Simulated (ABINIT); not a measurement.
**A GW run on KI (Fm-3m) in ABINIT, with inputs changed**

What do changed inputs do to GW on KI (Fm-3m)?

Calculated with ABINIT 10.8.3; PBE and many-body steps on it, plane waves.

## 1. The structure

The structure is cubic, space group Fm-3m (No. 225). The conventional cell has a = 7.066 Å, b = 7.066 Å, c = 7.066 Å, α = 90.00°, β = 90.00°, γ = 90.00°. Nearest to K lie 6 I at 3.53 Å. I has 6 K at 3.53 Å nearest. Farther neighbours and most contacts between anions are not listed.

The cell and positions come from the Crystallography Open Database and are kept as given unless a step says otherwise. Spin-orbit coupling is left out unless a step names it.

## 2. Screening, 4×4×4 mesh, 245 bands, screening to 190.5 eV

This step: ABINIT 10.8.3; RPA screening on PBE, plane waves, norm-conserving pseudopotentials.

The RPA dielectric matrix is built and inverted for each q.

Contents of run.abi:

```
acell 3*1.0 Angstrom
rprim 
  0.000000000000 3.532775000000 3.532775000000
  3.532775000000 0.000000000000 3.532775000000
  3.532775000000 3.532775000000 -0.000000000000
ntypat 2
znucl 19 53
natom 2
typat 1 2
xred 
  0.000000000000 0.000000000000 0.000000000000
  0.500000000000 0.500000000000 0.500000000000
pp_dirpath "pseudos"
pseudos "K.upf, I.upf"
ecut 33
ngkpt 4 4 4
nshiftk 1
shiftk 0 0 0
kptopt 1
chksymbreak 0
istwfk *1
occopt 1
irdwfk 1
optdriver 3
nband 245
ecuteps 7
inclvkb 2
awtr 1
symchi 1
indata_prefix "in"
outdata_prefix "out"
tmpdata_prefix "tmp"
```

Launch:

```sh
$ OMP_NUM_THREADS=1 mpirun -n 8 abinit run.abi > log
```

Output:

```text
.Version 10.8.3 of ABINIT. v10.8.2 released Aug 2026.

 Symmetries : space group Fm -3 m (#225); Bravais cF (face-center cubic)
[... echo of the input left out ...]
== DATASET  1 ==================================================================
-   mpi_nproc: 8, omp_nthreads: 1 (-1 if OMP is not activated)

--- !DatasetInfo
iteration_state: {dtset: 1, }
dimensions: {natom: 2, nkpt: 8, mband: 245, nsppol: 1, nspinor: 1, nspden: 1, mpw: 5434, }
cutoff_energies: {ecut:  33.0, pawecutdg:  -1.0, }
electrons: {nelect:   1.60000000E+01, charge:   0.00000000E+00, occopt:   1.00000000E+00, tsmear:   1.00000000E-02, }

 SCREENING: Calculation of the susceptibility and dielectric matrices

 Based on a program developped by R.W. Godby, V. Olevano, G. Onida, and L. Reining.
 Incorporated in ABINIT by V. Olevano, G.-M. Rignanese, and M. Torrent.
.Using double precision arithmetic ; gwpc =  8

[... cell and pseudopotentials left out ...]
--------------------------------------------------------------------------------

 ==== K-mesh for the wavefunctions ====
 Number of points in the irreducible wedge :     8
[... list of points left out ...]
 Together with 48 symmetry operations and time-reversal symmetry
 yields    64 points in the full Brillouin Zone.

 ==== Q-mesh for the screening function ====
 Number of points in the irreducible wedge :     8
[... list of points left out ...]
 Together with 48 symmetry operations and time-reversal symmetry
 yields    64 points in the full Brillouin Zone.

 setmesh: FFT mesh size selected  =    36x   36x   36
          total number of points  =        46656

 vcoul_init : cutoff-mode = AUXILIARY_FUNCTION
 q-points for optical limit:   1
     1)      0.000010    0.000020    0.000030

- screening: taking advantage of time-reversal symmetry
- Maximum band index for partially occupied states nbvw = 8
- Remaining bands to be divided among processors   nbcw = 237
- Number of bands treated by each node ~29

 Number of electrons calculated from density =   16.0000; Expected =   16.0000
 average of density, n =  0.026887
 r_s =    2.0707
 omega_plasma =   15.8172 [eV]

 calculating chi0 at frequencies [eV] :
  1    0.000000E+00    0.000000E+00
  2    0.000000E+00    1.581715E+01

--------------------------------------------------------------------------------
  q-point number  1        q = ( 0.000000, 0.000000, 0.000000) [r.l.u.]
--------------------------------------------------------------------------------
[... chi0 elements left out ...]
 For q-point:  0.000010 0.000020 0.000030
  dielectric constant =   2.6562
  dielectric constant without local fields =   3.2759

  Average fulfillment of the sum rule on Im[epsilon] for q-point    1 :     88.35  [%]
[... wings left out ...]
  q-point number  2        q = ( 0.250000, 0.000000, 0.000000) [r.l.u.]
--------------------------------------------------------------------------------
[... chi0 elements left out ...]
  Average fulfillment of the sum rule on Im[epsilon] for q-point    2 :     93.27  [%]

 [... 6 further q-points ...]
```

Run time: 51 s. Hardware: 8 MPI ranks of Intel Xeon 6975P-C (Granite Rapids), shared host; peak memory 3 GiB; 6.7 min of CPU time.

This step gave:

```
ε∞ with local fields, on this mesh, along the program's q direction : 2.656
the same without local fields                                       : 3.276
plasma frequency                                                    : 15.82 eV
plane waves in the screening matrix                                 : 531
```

Local fields lower ε∞ by 19 %.

## 3. Base

The self-energy is evaluated for the states that the input lists, and the levels follow from it, in one-shot runs by the linearised quasiparticle equation.

This step: G0W0 on PBE, plane waves, norm-conserving pseudopotentials.

Edit run.abi of step 2 so:

```diff
@@ -23,8 +23,15 @@
 irdwfk 1
-optdriver 3
+optdriver 4
 nband 245
+gwcalctyp 0
+ecutsigx 33
+symsigma 1
+nkptgw 1
+kptgw 
+  0.0000000000 0.0000000000 0.0000000000
+bdgw 
+  6 12
 ecuteps 7
-inclvkb 2
-awtr 1
-symchi 1
+irdscr 1
+ppmodel 1
 indata_prefix "in"
```

Output:

```text
.Version 10.8.3 of ABINIT. v10.8.2 released Aug 2026.

 Symmetries : space group Fm -3 m (#225); Bravais cF (face-center cubic)
[... echo of the input left out ...]
== DATASET  1 ==================================================================
-   mpi_nproc: 8, omp_nthreads: 1 (-1 if OMP is not activated)

--- !DatasetInfo
iteration_state: {dtset: 1, }
dimensions: {natom: 2, nkpt: 8, mband: 245, nsppol: 1, nspinor: 1, nspden: 1, mpw: 5434, }
cutoff_energies: {ecut:  33.0, pawecutdg:  -1.0, }
electrons: {nelect:   1.60000000E+01, charge:   0.00000000E+00, occopt:   1.00000000E+00, tsmear:   1.00000000E-02, }

 SIGMA: Calculation of the GW corrections

 Based on a program developped by R.W. Godby, V. Olevano, G. Onida, and L. Reining.
 Incorporated in ABINIT by V. Olevano, G.-M. Rignanese, and M. Torrent.
.Using double precision arithmetic ; gwpc =  8

[... cell and pseudopotentials left out ...]
--------------------------------------------------------------------------------

 ==== K-mesh for the wavefunctions ====
 Number of points in the irreducible wedge :     8
[... list of points left out ...]
 Together with 48 symmetry operations and time-reversal symmetry
 yields    64 points in the full Brillouin Zone.

 ==== Q-mesh for screening function ====
 Number of points in the irreducible wedge :     8
[... list of points left out ...]
 Together with 48 symmetry operations and time-reversal symmetry
 yields    64 points in the full Brillouin Zone.

 vcoul_init : cutoff-mode = AUXILIARY_FUNCTION
 q-points for optical limit:   1
     1)      0.000010    0.000020    0.000030
 setmesh: FFT mesh size selected  =    50x   50x   50
          total number of points  =       125000

 Number of electrons calculated from density =   16.0000; Expected =   16.0000
 average of density, n =  0.026887
 r_s =    2.0707
 omega_plasma =   15.8172 [eV]

 === KS Band Gaps ===
  >>>> For spin  1
   Minimum direct gap =   3.9625 [eV], located at k-point      :   0.0000  0.0000  0.0000
   Fundamental gap    =   3.9625 [eV], Top of valence bands at :   0.0000  0.0000  0.0000
                                       Bottom of conduction at :   0.0000  0.0000  0.0000
 SIGMA fundamental parameters:
 PLASMON POLE MODEL  1
 number of plane-waves for SigmaX                 5329
 number of plane-waves for SigmaC and W            531
 number of plane-waves for wavefunctions          5329
 number of bands                                   245
 number of independent spin polarizations            1
 number of spinorial components                      1
 number of k-points in IBZ                           8
 number of q-points in IBZ                           8
 number of symmetry operations                      48
 number of k-points in BZ                           64
 number of q-points in BZ                           64
 number of frequencies for dSigma/dE                 9
 frequency step for dSigma/dE [eV]                0.25
 number of omega for Sigma on real axis              0
 max omega for Sigma on real axis  [eV]           0.00
 zcut for avoiding poles [eV]                     0.10

 EPSILON^-1 parameters (SCR file):
 dimension of the eps^-1 matrix on file            531
 dimension of the eps^-1 matrix used               531
 number of plane-waves for wavefunctions          5329
 number of bands                                   245
 number of q-points in IBZ                           8
 number of frequencies                               2
 number of real frequencies                          1
 number of imag frequencies                          1

 matrix elements of self-energy operator (all in [eV])

 Perturbative Calculation

--- !SelfEnergy_ee
iteration_state: {dtset: 1, }
kpoint     : [   0.000,    0.000,    0.000, ]
spin       : 1
KS_gap     :    3.962
QP_gap     :    6.064
Delta_QP_KS:    2.101
data: !SigmaeeData |
     Band     E0 <VxcDFT>   SigX SigC(E0)      Z dSigC/dE  Sig(E)    E-E0       E
        6   0.119 -11.176 -14.233   1.082   0.808  -0.237 -12.773  -1.597  -1.479
        7   0.119 -11.176 -14.233   1.082   0.808  -0.237 -12.773  -1.597  -1.479
        8   0.119 -11.176 -14.233   1.082   0.808  -0.237 -12.773  -1.597  -1.479
        9   4.081  -6.410  -2.934  -2.883   0.850  -0.176  -5.905   0.504   4.585
       10   6.624  -7.766  -3.475  -3.055   0.843  -0.186  -6.725   1.041   7.665
       11   6.624  -7.766  -3.475  -3.055   0.843  -0.186  -6.725   1.041   7.665
       12   6.624  -7.766  -3.475  -3.055   0.843  -0.186  -6.725   1.041   7.665

== END DATASET(S) ==============================================================
================================================================================

 -outvars: echo values of variables after computation  --------
           etotal      0.0000000000E+00
            nband         245
             nkpt           8
          spgroup         225
 [... the other variables as echoed above ...]

 Calculation completed.
```

Run time: 20 s. Hardware: 8 MPI ranks; peak memory 3.6 GiB; 2.6 min of CPU time.

Numbers from this step:

* G0W0 gap on the points computed: 6.064 eV
* starting gap on the mesh: 3.962 eV
* k of the valence top: 0, 0, 0
* k of the conduction bottom: 0, 0, 0
* Z at the valence top: 0.808
* Z at the conduction bottom: 0.85
* least direct G0W0 gap on the computed points: 6.064 eV

The gap on the mesh goes from 3.96 eV to 6.06 eV, a correction of +2.10 eV.

## 4. Exchange cutoff

Edit run.abi of step 3 so:

```diff
@@ -26,3 +26,3 @@
 gwcalctyp 0
-ecutsigx 33
+ecutsigx 5
 symsigma 1
```

Output:

```text
.Version 10.8.3 of ABINIT. v10.8.2 released Aug 2026.

 Symmetries : space group Fm -3 m (#225); Bravais cF (face-center cubic)
[... echo of the input left out ...]
== DATASET  1 ==================================================================
-   mpi_nproc: 8, omp_nthreads: 1 (-1 if OMP is not activated)

--- !DatasetInfo
iteration_state: {dtset: 1, }
dimensions: {natom: 2, nkpt: 8, mband: 245, nsppol: 1, nspinor: 1, nspden: 1, mpw: 5434, }
cutoff_energies: {ecut:  33.0, pawecutdg:  -1.0, }
electrons: {nelect:   1.60000000E+01, charge:   0.00000000E+00, occopt:   1.00000000E+00, tsmear:   1.00000000E-02, }

 SIGMA: Calculation of the GW corrections

 Based on a program developped by R.W. Godby, V. Olevano, G. Onida, and L. Reining.
 Incorporated in ABINIT by V. Olevano, G.-M. Rignanese, and M. Torrent.
.Using double precision arithmetic ; gwpc =  8

[... cell and pseudopotentials left out ...]
--------------------------------------------------------------------------------

 ==== K-mesh for the wavefunctions ====
 Number of points in the irreducible wedge :     8
[... list of points left out ...]
 Together with 48 symmetry operations and time-reversal symmetry
 yields    64 points in the full Brillouin Zone.

 ==== Q-mesh for screening function ====
 Number of points in the irreducible wedge :     8
[... list of points left out ...]
 Together with 48 symmetry operations and time-reversal symmetry
 yields    64 points in the full Brillouin Zone.

 vcoul_init : cutoff-mode = AUXILIARY_FUNCTION
 q-points for optical limit:   1
     1)      0.000010    0.000020    0.000030
 setmesh: FFT mesh size selected  =    36x   36x   36
          total number of points  =        46656

 Number of electrons calculated from density =   16.0000; Expected =   16.0000
[...]
number of q-points in BZ                           64
 number of frequencies for dSigma/dE                 9
 frequency step for dSigma/dE [eV]                0.25
 number of omega for Sigma on real axis              0
 max omega for Sigma on real axis  [eV]           0.00
 zcut for avoiding poles [eV]                     0.10

 EPSILON^-1 parameters (SCR file):
 dimension of the eps^-1 matrix on file            531
 dimension of the eps^-1 matrix used               331
 number of plane-waves for wavefunctions          5329
 number of bands                                   245
 number of q-points in IBZ                           8
 number of frequencies                               2
 number of real frequencies                          1
 number of imag frequencies                          1

 matrix elements of self-energy operator (all in [eV])

 Perturbative Calculation

--- !SelfEnergy_ee
iteration_state: {dtset: 1, }
kpoint     : [   0.000,    0.000,    0.000, ]
spin       : 1
KS_gap     :    3.962
QP_gap     :    6.081
Delta_QP_KS:    2.118
data: !SigmaeeData |
     Band     E0 <VxcDFT>   SigX SigC(E0)      Z dSigC/dE  Sig(E)    E-E0       E
        6   0.119 -11.176 -14.218   1.102   0.809  -0.237 -12.744  -1.569  -1.450
        7   0.119 -11.176 -14.218   1.102   0.809  -0.237 -12.744  -1.569  -1.450
        8   0.119 -11.176 -14.218   1.102   0.809  -0.237 -12.744  -1.569  -1.450
        9   4.081  -6.410  -2.887  -2.876   0.851  -0.176  -5.860   0.550   4.631
       10   6.624  -7.766  -3.345  -3.055   0.843  -0.186  -6.614   1.152   7.776
       11   6.624  -7.766  -3.345  -3.055   0.843  -0.186  -6.614   1.152   7.776
       12   6.624  -7.766  -3.345  -3.055   0.843  -0.186  -6.614   1.152   7.776

== END DATASET(S) ==============================================================
================================================================================

 -outvars: echo values of variables after computation  --------
           etotal      0.0000000000E+00
            nband         245
             nkpt           8
          spgroup         225
 [... the other variables as echoed above ...]

 Calculation completed.
```

Elapsed: 10 s, on 8 MPI ranks; peak memory 2.8 GiB.

This step gave:

| Item | Value |
| --- | --- |
| G0W0 gap on the points computed | 6.081 eV |
| starting gap on the mesh | 3.962 eV |
| k of the valence top | 0, 0, 0 |
| k of the conduction bottom | 0, 0, 0 |
| Z at the valence top | 0.809 |
| Z at the conduction bottom | 0.851 |
| least direct G0W0 gap on the computed points | 6.081 eV |

## 5. Fewer bands in the self-energy

Edit run.abi of step 4 so:

```diff
@@ -24,5 +24,5 @@
 optdriver 4
-nband 245
+nband 18
 gwcalctyp 0
-ecutsigx 5
+ecutsigx 33
 symsigma 1
```

Output:

```text
.Version 10.8.3 of ABINIT. v10.8.2 released Aug 2026.

 Symmetries : space group Fm -3 m (#225); Bravais cF (face-center cubic)
[... echo of the input left out ...]
== DATASET  1 ==================================================================
-   mpi_nproc: 8, omp_nthreads: 1 (-1 if OMP is not activated)

--- !DatasetInfo
iteration_state: {dtset: 1, }
dimensions: {natom: 2, nkpt: 8, mband: 18, nsppol: 1, nspinor: 1, nspden: 1, mpw: 5434, }
cutoff_energies: {ecut:  33.0, pawecutdg:  -1.0, }
electrons: {nelect:   1.60000000E+01, charge:   0.00000000E+00, occopt:   1.00000000E+00, tsmear:   1.00000000E-02, }

 SIGMA: Calculation of the GW corrections

 Based on a program developped by R.W. Godby, V. Olevano, G. Onida, and L. Reining.
 Incorporated in ABINIT by V. Olevano, G.-M. Rignanese, and M. Torrent.
.Using double precision arithmetic ; gwpc =  8

[... cell and pseudopotentials left out ...]
--------------------------------------------------------------------------------

 ==== K-mesh for the wavefunctions ====
 Number of points in the irreducible wedge :     8
[... list of points left out ...]
 Together with 48 symmetry operations and time-reversal symmetry
 yields    64 points in the full Brillouin Zone.

 ==== Q-mesh for screening function ====
 Number of points in the irreducible wedge :     8
[... list of points left out ...]
 Together with 48 symmetry operations and time-reversal symmetry
 yields    64 points in the full Brillouin Zone.

 vcoul_init : cutoff-mode = AUXILIARY_FUNCTION
 q-points for optical limit:   1
     1)      0.000010    0.000020    0.000030
 setmesh: FFT mesh size selected  =    50x   50x   50
          total number of points  =       125000

 Number of electrons calculated from density =   16.0000; Expected =   16.0000
[...]
number of q-points in BZ                           64
 number of frequencies for dSigma/dE                 9
 frequency step for dSigma/dE [eV]                0.25
 number of omega for Sigma on real axis              0
 max omega for Sigma on real axis  [eV]           0.00
 zcut for avoiding poles [eV]                     0.10

 EPSILON^-1 parameters (SCR file):
 dimension of the eps^-1 matrix on file            531
 dimension of the eps^-1 matrix used               531
 number of plane-waves for wavefunctions          5329
 number of bands                                   245
 number of q-points in IBZ                           8
 number of frequencies                               2
 number of real frequencies                          1
 number of imag frequencies                          1

 matrix elements of self-energy operator (all in [eV])

 Perturbative Calculation

--- !SelfEnergy_ee
iteration_state: {dtset: 1, }
kpoint     : [   0.000,    0.000,    0.000, ]
spin       : 1
KS_gap     :    3.962
QP_gap     :    5.515
Delta_QP_KS:    1.552
data: !SigmaeeData |
     Band     E0 <VxcDFT>   SigX SigC(E0)      Z dSigC/dE  Sig(E)    E-E0       E
        6   0.119 -11.176 -14.233   2.635   0.829  -0.207 -11.526  -0.350  -0.231
        7   0.119 -11.176 -14.233   2.635   0.829  -0.207 -11.526  -0.350  -0.231
        8   0.119 -11.176 -14.233   2.635   0.829  -0.207 -11.526  -0.350  -0.231
        9   4.081  -6.410  -2.934  -2.086   0.865  -0.157  -5.207   1.202   5.283
       10   6.624  -7.766  -3.475  -1.911   0.864  -0.157  -5.709   2.057   8.680
       11   6.624  -7.766  -3.475  -1.911   0.864  -0.157  -5.709   2.057   8.680
       12   6.624  -7.766  -3.475  -1.911   0.864  -0.157  -5.709   2.057   8.680

== END DATASET(S) ==============================================================
================================================================================

 -outvars: echo values of variables after computation  --------
           etotal      0.0000000000E+00
            nband          18
             nkpt           8
          spgroup         225
 [... the other variables as echoed above ...]

 Calculation completed.
```

The job ended after 4.3 s (8 MPI ranks; peak memory 2.2 GiB).

This step gave:

| Item | Value |
| --- | --- |
| G0W0 gap on the points computed | 5.514 eV |
| starting gap on the mesh | 3.962 eV |
| k of the valence top | 0, 0, 0 |
| k of the conduction bottom | 0, 0, 0 |
| Z at the valence top | 0.829 |
| Z at the conduction bottom | 0.865 |
| least direct G0W0 gap on the computed points | 5.514 eV |

## 6. No symmetry in the self-energy

Edit run.abi of step 5 so:

```diff
@@ -24,6 +24,6 @@
 optdriver 4
-nband 18
+nband 245
 gwcalctyp 0
 ecutsigx 33
-symsigma 1
+symsigma 0
 nkptgw 1
```

Output:

```text
.Version 10.8.3 of ABINIT. v10.8.2 released Aug 2026.

 Symmetries : space group Fm -3 m (#225); Bravais cF (face-center cubic)
[... echo of the input left out ...]
== DATASET  1 ==================================================================
-   mpi_nproc: 8, omp_nthreads: 1 (-1 if OMP is not activated)

--- !DatasetInfo
iteration_state: {dtset: 1, }
dimensions: {natom: 2, nkpt: 8, mband: 245, nsppol: 1, nspinor: 1, nspden: 1, mpw: 5434, }
cutoff_energies: {ecut:  33.0, pawecutdg:  -1.0, }
[...]
10   6.624  -7.766  -3.475  -3.055   0.843  -0.186  -6.725   1.041   7.665
       11   6.624  -7.766  -3.475  -3.055   0.843  -0.186  -6.725   1.041   7.665
       12   6.624  -7.766  -3.475  -3.055   0.843  -0.186  -6.725   1.041   7.665

== END DATASET(S) ==============================================================
================================================================================

 -outvars: echo values of variables after computation  --------
           etotal      0.0000000000E+00
            nband         245
             nkpt           8
          spgroup         225
 [... the other variables as echoed above ...]

 Calculation completed.
```

The job ended after 2.3 min (8 MPI ranks; peak memory 3.7 GiB).

Numbers from this step:

- G0W0 gap on the points computed: 6.063 eV
- starting gap on the mesh: 3.962 eV
- k of the valence top: 0, 0, 0
- k of the conduction bottom: 0, 0, 0
- least direct G0W0 gap on the computed points: 6.063 eV

Against G0W0 in ABINIT (4×4×4 mesh, 245 bands, screening to 190.5 eV, Godby-Needs plasmon pole), the gap moves by −0.001 eV.

[end of part 1 of 2]

[Paths, hosts, dates, memory and timing lines, banners, echoed tables and standing remarks are left out of the program output.]

[Logs are printed without paths, hosts, clocks, repeated set-up lines and the standing remarks that a program may print on its own settings, such as how far it seeks lower states.]

[Runs of the session that timed out or met a known fault of the program may be left out.]

[Hosts, paths, dates, database ids (printed as entryN), source tags and the programs' standing remarks are cut or masked in the printed files.]

[G0W0 gaps are taken among the corrected bands and points alone; a level outside them can change the order at an edge.]

[Where Ansatz stands beside ABINIT at settings called matched, ABINIT's density can come from a denser mesh and the files from another edition; pairs whose starting gaps differed by over 0.03 eV were left out, so agreement reads better than it is.]
